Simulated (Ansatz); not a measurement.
Ni: enthalpy against pressure

Ni, Fm-3m, a = 3.519 Å. Ansatz: PBE, PAW, 420 eV, Γ-centred 20×20×20 mesh on 1 atom, Gaussian smearing 0.10 eV; collinear spin, largest moment 0.7 μB. Cell and atoms are relaxed at each pressure, and no other structure is tried, so the rows at high pressure may lie past a change of phase. y is the enthalpy over the state at zero pressure; there V0 = 10.890 Å³/atom. The pressures are the targets, met within 0.04 GPa.

| P (GPa) | y (eV/atom) |
| --- | --- |
| -2.0 | -0.1366 |
| 0.0 | 0.0000 |
| 2.0 | 0.1352 |
| 5.0 | ? |
| 10.0 | 0.6639 |
| 20.0 | 1.3014 |
| 40.0 | 2.5165 |

**Question.** Fit y = c1 P + c2 P² + c3 P³ to the other rows, say what c1 and c2 mean, and predict the missing value.

**Answer.** Least squares on the rows shown. y = 0.067903 P − 0.00015874 P² + 8.4953×10⁻⁷ P³. Since dH/dP = V, c1 is V0: 0.067903 eV/GPa × 160.2 = 10.878 Å³ against 10.890; c2 = −V0/(2B0) gives B0 = 214 GPa, where a Birch–Murnaghan fit to the volumes of the same runs (not shown) gives 200 GPa: a cubic over this range folds the higher terms into c2. At P = 5.0 the fit asked for gives 0.3357 eV/atom. The run gave 0.3357 eV/atom, the same to the digits shown.

The mesh isn't the same in all rows (20×20×20, 22×22×22).